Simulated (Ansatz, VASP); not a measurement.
**BeTe in VASP and in Ansatz**

File INCAR:

```
SYSTEM = BeTe
ALGO = Normal ; EDIFF = 1E-7
ENCUT = 520 ; GGA = PS
ISIF = 2 ; ISMEAR = 0
LASPH = .True. ; LCHARG = .False.
LREAL = .False. ; LWAVE = .False.
NBANDS = 11 ; NELM = 80
PREC = Accurate ; SIGMA = 0.05
```

The input KPOINTS:

```
k-points
0
Gamma
  10 10 10
  0 0 0
```

File POSCAR:

```
BeTe
1.0
    0.0000000000      2.7700007385      2.7700007385
    2.7700007385      0.0000000000      2.7700007385
    2.7700007385      2.7700007385      0.0000000000
Be Te
1 1
Direct
    0.0000000000      0.0000000000      0.0000000000
    0.7500000000      0.7500000000      0.7500000000
```

Input for Ansatz:

```yaml
crystal:
  lattice:
    - [0.0, 2.7700007385, 2.7700007385]
    - [2.7700007385, 0.0, 2.7700007385]
    - [2.7700007385, 2.7700007385, 0.0]
  atoms:
    - { symbol: Be, position: [0.0, 0.0, 0.0] }
    - { symbol: Te, position: [0.75, 0.75, 0.75] }
basis:
  ecutwfc: 420
  ecutrho_ratio: 4
kpoints:
  mp_grid: { grid: [10, 10, 10] }
hamiltonian:
  xc: pbesol
scf:
  occupations: { method: gaussian, width: 0.05 }
output:
  forces: true
  stress: true
  eigenvalues: true
```

Alike in both runs: task single point; functional PBEsol; k mesh 10 × 10 × 10; occupations gaussian, width 0.05 eV; no spin polarisation.

```csv
,VASP,Ansatz
version,VASP 6.6.1,Ansatz 0.2.0
potentials or method,"VASP PAW PBE potentials, release 64 (Be, Te)","scalar-relativistic, plane waves, PAW"
plane-wave cutoff (eV),520,420
valence electrons in the cell,8,18
```

|  | VASP | Ansatz | Ansatz less VASP |
| --- | --- | --- | --- |
| gap on the k mesh at the Fermi level (eV) | 1.73 | 1.75 | +0.020 |
| least direct gap on the mesh (eV) | 3.55 | 3.58 | +0.023 |
| pressure (GPa) | 2.5 | 2.2 | -0.29 |

The two sets of potentials don't hold the same shells in valence.

Caveats: the PAW data sets were made with another functional, which shifts forces and pressure a little (VASP); spin-orbit coupling is left out, which moves the levels of the heavy elements. Expect the measured gap to be larger: semilocal functionals such as PBEsol lack the derivative discontinuity. A k mesh can miss the band edges.
